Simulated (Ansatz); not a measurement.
The system is ZnCu.

```
Zn Cu
1.0
     2.94500    0.00000    0.00000
     0.00000    2.94500    0.00000
     0.00000    0.00000    2.94500
Zn Cu
1 1
Direct
  0.50000 0.50000 0.50000
  0.00000 0.00000 0.00000
```

* Program: Ansatz 0.2.0
* Task: single point
* Functional: PBEsol
* Potentials or basis: Ansatz PAW
* Cutoff: 420 eV (not typed: the program's choice for these potentials)
* k mesh: 9 × 9 × 9
* Occupations: fermi-dirac, width 0.05 eV
* Spin: no spin polarisation

On this cell: pressure -4.5 GPa; largest force zero by symmetry; band gap on the k mesh none (metal or under the smearing width).

The same run follows on a disturbed copy (atoms moved at random, drawn with an rms of 0.05 Å):

```
Zn Cu
1.0
     2.94500    0.00000    0.00000
     0.00000    2.94500    0.00000
     0.00000    0.00000    2.94500
Zn Cu
1 1
Direct
  0.51110 0.50424 0.49528
  0.97717 0.99097 0.00355
```

Question: What changes?

Answer: The energy (extrapolated to zero smearing) moves by +13.7 meV/atom; pressure -3.8 GPa; largest force 0.500 eV/Å; band gap on the k mesh none (metal or under the smearing width).

Forces on the atoms (eV/Å):
```
Zn  -0.451 -0.183  0.115
Cu   0.451  0.183 -0.115
```

Stress tensor (GPa, compression positive):
```
-4.10  0.42 -0.26
 0.42 -3.66 -0.11
-0.26 -0.11 -3.60
```

Caveats: the PAW data sets come from PBE, with cores solved anew for the run's functional, which leaves a small shift of forces and pressure.
